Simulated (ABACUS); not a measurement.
Runs of ABACUS 3.10.1 on CdTe. It takes space group F-43m (No. 216, cubic). Conventional cell: a = 6.410 Å, b = 6.410 Å, c = 6.410 Å, α = 90.00°, β = 90.00°, γ = 90.00°. Te (site symmetry -43m) has 4 Cd at 2.78 Å as nearest neighbours. Cd (site symmetry -43m) has 4 Te at 2.78 Å as nearest neighbours. 

| task | level | potentials or basis | cell | k mesh | cutoff (eV) | SCF threshold on the density | eigensolver | symmetry key | path | points for each segment of the path | gap on the mesh (eV) | pressure (GPa) |
| --- | --- | --- | --- | --- | --- | --- | --- | --- | --- | --- | --- | --- |
| single point | BP86 | SG15 ONCV 1.2 PBE, plane waves | as given | 6 × 6 × 6 | 1401 | 1e-08 | dav | 1 | - | - | 0.83 | (a) |
| single point | BLYP | SG15 ONCV 1.2 PBE, DZP LCAO (the cutoffs set its grid) | as given | 6 × 6 × 6 | 1401 | 1e-07 | genelpa | 1 | - | - | 0.90 | 7.5 |
| relaxation of cell and atoms | SOGGA | GBRV ultrasoft 1.5 PBEsol, plane waves | relaxed | 6 × 6 × 6 | 544 | 1e-08 | dav | 1 | - | - | (b) | 0.0 |
| single point | SCAN | SG15 ONCV 1.2 PBE, DZP LCAO (the cutoffs set its grid) | as given | 5 × 5 × 5 | 1401 | 1e-07 | genelpa | 1 | - | - | 1.26 | 2.5 |

Alike in all rows: no spin polarisation; smearing fermi-dirac 0.05 eV.

Question: Estimate the missing entries.

Answer: (a) 4.3; (b) 0.69.

Caveats: the potentials were made for another functional, which shifts forces and pressure; spin-orbit coupling is left out, which moves the levels of the heavy elements; the atomic orbitals were generated for these runs and aren't a published set (some runs); the basis of atomic orbitals isn't converged, which shifts pressures, moduli and gaps (some runs); an odd mesh through Γ misses points on the zone boundary, where band edges often lie (some runs).

A k mesh can miss the band edges, and the runs leave out spin-orbit coupling on Cd, Te.

Not every run made on this cell is shown here.
